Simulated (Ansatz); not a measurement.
**Be: pressure up to the limit of the methods**

How does Be (fcc type) answer strong compression? Methods of the runs shown: PAW. Its runs: cell relaxed at zero pressure (PAW); volume scaled by 1 (PAW and PAW (core large)); volume scaled by 0.9 (PAW); volume scaled by 0.8 (PAW); volume scaled by 0.7 (PAW); volume scaled by 0.6 (PAW); volume scaled by 0.5 (PAW); volume scaled by 0.4 (PAW and PAW (source ansatz)).

Method: DFT PBE, with the methods named in each step, in Ansatz 0.2.0.

### Step 1. The system as given

It takes space group Fm-3m (No. 225, cubic). Conventional cell: a = 3.163 Å, b = 3.163 Å, c = 3.163 Å, α = 90.00°, β = 90.00°, γ = 90.00°. Around Be (site symmetry m-3m) lie 12 Be at 2.24 Å.

Coordinates:

```xyz
1
Lattice="0.0000 1.5814 1.5814 1.5814 0.0000 1.5814 1.5814 1.5814 0.0000" Properties=species:S:1:pos:R:3 pbc="T T T"
Be    0.0000    0.0000    0.0000
```

Whether this phase is the stable one at these pressures isn't tested.

### Step 2. Cell relaxed at zero pressure, PAW

input.yaml reads:

```yaml
crystal:
  lattice:
    - [0.0, 1.5814258346, 1.5814258346]
    - [1.5814258346, 0.0, 1.5814258346]
    - [1.5814258346, 1.5814258346, 0.0]
  atoms:
    - { symbol: Be, position: [0.0, 0.0, 0.0] }
kpoints:
  mp_grid: { grid: [20, 20, 20] }
scf:
  occupations: { method: fermi_dirac, width: 0.08 }
hamiltonian:
  xc: pbe
  pseudopotentials: { kind: paw }
output:
  forces: true
  stress: true
relax:
  f_tol: 0.005
  max_steps: 40
  cell: {}
```

Command:

```bash
ansatz run input.yaml --threads 1 --pin off --max-ram 2048MiB --backend cpu --events-out ev --progress --plain --runs-dir out
```

After this run come: Volume scaled by 1, PAW; Volume scaled by 1, PAW (core large); Volume scaled by 0.9, PAW; Volume scaled by 0.8, PAW; Volume scaled by 0.7, PAW; Volume scaled by 0.6, PAW; Volume scaled by 0.5, PAW; Volume scaled by 0.4, PAW; Volume scaled by 0.4, PAW (source ansatz).

**Question.** What will these runs give? Wanted: PAW pressure at 0.4 of the volume; fitted bulk modulus at zero pressure.

The runs gave:

| quantity | value |
| --- | --- |
| PAW pressure at 0.4 of the volume | 509.0 GPa |
| fitted bulk modulus at zero pressure (PAW) | 116 GPa |
| its pressure derivative | 3.60 |

In words: By PAW the pressure climbs to 509 GPa at 0.4 of the first volume. A third-order Birch-Murnaghan curve fits the range only roughly (B₀ = 116 GPa, B′ = 3.60, misfit at most 2.27 GPa). A fit over so wide a range leans to the high pressures, so B₀ can be off by several per cent. No all-electron run checks these rows here, and frozen cores can fail under such compression. The ions are at rest, and the electrons smeared by 0.08 eV.
